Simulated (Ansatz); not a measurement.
Runs of Ansatz 0.2.0 on MnO2. It takes space group P-3m1 (No. 164, trigonal). Conventional cell: a = 2.857 Å, b = 2.857 Å, c = 4.601 Å, α = 90.00°, β = 90.00°, γ = 120.00°. Mn (site symmetry -3m) is surrounded by 6 O at 1.90 Å. Around O (site symmetry 3m) lie 3 Mn at 1.90 Å. Measurements of this composition are mostly on another form, of space group No. 136.

```csv
task,level,cell,k mesh,cutoff (eV),smearing,points for each segment of the path,atoms under strain,gap on the mesh (eV),pressure (GPa),moment (μB),largest force (eV/Å)
single point,PBE,as given,11 × 11 × 6,420,gaussian 0.014 eV,-,-,0.85,4.8,3.00,0.22
band structure,r2SCAN,as given,11 × 11 × 6,500,fermi-dirac 0.05 eV,14,-,1.93,-0.7,3.00,(b)
single point,PBE,as given,11 × 11 × 6,420,gaussian 0.017 eV,-,-,0.85,4.8,3.00,0.22
single point,PBE,as given,11 × 11 × 6,420,gaussian 0.013 eV,-,-,0.85,4.8,3.00,0.22
relaxation of cell and atoms,PBEsol,relaxed,11 × 11 × 6,420,fermi-dirac 0.05 eV,-,-,0.77,0.0,3.00,-
elastic constants,PBEsol,as given,8 × 8 × 5,420,gaussian 0.01 eV,-,relaxed,0.71,(a),3.00,-
single point,PBE,as given,11 × 11 × 6,420,gaussian 0.015 eV,-,-,0.85,4.8,3.00,0.22
single point,PBE,as given,11 × 11 × 6,420,gaussian 0.018 eV,-,-,0.85,4.8,3.00,0.22
single point,PBE,as given,11 × 11 × 6,420,gaussian 0.016 eV,-,-,0.85,4.8,3.00,0.22
```

Alike in all rows: potentials or basis Ansatz PAW; spin collinear, ferromagnetic start.

Estimate the missing entries.

(a) -1.0; (b) 0.08.

Caveats: a cell with one magnetic atom can't hold antiferromagnetic order, which such compounds often take; odd divisions of the mesh miss points on the zone boundary, where band edges often lie, so the gap on the mesh can be too wide (some runs); the PAW data sets come from PBE, with cores solved anew for the run's functional, which leaves a small shift of forces and pressure (some runs); the magnetic or orbital state may not be the lowest (some runs); the plane-wave basis is chosen anew once the cell has moved, so the energies of steps on either side of that aren't comparable (some runs).

A k mesh can miss the band edges.
